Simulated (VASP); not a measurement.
Input of a VASP 6.6.1 run:

File INCAR:

```
SYSTEM = La2O3
  PREC = Accurate
  ENCUT = 520
  EDIFF = 1E-6
  ISMEAR = 0
  SIGMA = 0.5
  LREAL = .False.
  LASPH = .True.
  NELM = 60
  ALGO = Normal
  ISIF = 2
  LWAVE = .False.
  LCHARG = .False.
  GGA = PS
  NBANDS = 28
```

Contents of KPOINTS:

```
regular mesh
0
Gamma
  9 9 4
  0 0 0
```

File POSCAR:

```
La2O3
1.0
    3.9035800000      0.0000000000      0.0000000000
   -1.9517900000      3.3806000000      0.0000000000
    0.0000000000      0.0000000000      6.0320500000
La O
2 3
Direct
    0.6666700000      0.3333300000      0.7547500000
    0.3333300000      0.6666700000      0.2452500000
    0.6666700000      0.3333300000      0.3539600000
    0.3333300000      0.6666700000      0.6460400000
    0.0000000000      0.0000000000      0.0000000000
```

Potentials or basis: VASP PAW PBE potentials, release 64 (La, O).

The run is started by

```sh
$ cat potpaw_PBE.64/La/POTCAR potpaw_PBE.64/O/POTCAR > POTCAR
$ mpirun -np 1 vasp_std > vasp.out
```

**Question.** Estimate the largest force.

**Answer.** 0.003 eV/Å.

**Question.** Predict the pressure.

**Answer.** 0.1 GPa.

Forces in eV/Å, atoms in the order of the input:
```
La   0.000  0.000  0.000
La   0.000  0.000  0.000
O    0.000  0.000 -0.003
O    0.000  0.000  0.003
O    0.000  0.000  0.000
```

Caveat: the PAW data sets were made with another functional, which shifts forces and pressure a little.
